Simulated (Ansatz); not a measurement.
Al2Au under changes of volume

One of the cells (18.000 Å³/atom); the others are scaled copies at fixed shape and fractional positions:

```
Au Al
1.0
     0.00000    3.00000    3.00000
     3.00000    0.00000    3.00000
     3.00000    3.00000    0.00000
Au Al
1 2
Direct
  0.00000 0.00000 0.00000
  0.75000 0.75000 0.75000
  0.25000 0.25000 0.25000
```

```yaml
Program: Ansatz 0.2.0
Functional: r2SCAN
Potentials_or_basis: Ansatz PAW
Cutoff: "500 eV (not typed: the program's choice for these potentials)"
k_mesh: 8 × 8 × 8
Occupations: fermi-dirac, width 0.05 eV
Spin: no spin polarisation
```

| volume (Å³/atom) | energy over the lowest point (meV/atom) | pressure (GPa) |
| --- | --- | --- |
| 16.920 | 30.28 | 9.1 |
| 17.280 | 13.58 | 5.9 |
| 17.640 | 3.73 | 3.0 |
| 18.000 | 0.00 | 0.5 |
| 18.360 | 1.71 | -1.8 |
| 18.720 | ? | ? |
| 19.080 | 19.05 | -5.6 |

What does the run at 18.720 Å³/atom give?

Energy over the lowest point 8.24 meV/atom; pressure -3.8 GPa.

Worked out: A Birch-Murnaghan fit of order 3 (a polynomial in V^(-2/3)) to the other rows has its minimum at 18.06 Å³/atom with B0 = V·E''(V) = 119 GPa and B' = 4.9. It gives 8.23 meV/atom at 18.720 Å³/atom, against the run's 8.24, and -dE/dV = -3.9 GPa, against -3.8.

Energies are extrapolated to zero smearing.

Caveats: the PAW data sets come from PBE, with cores solved anew for the run's functional, which leaves a small shift of forces and pressure.
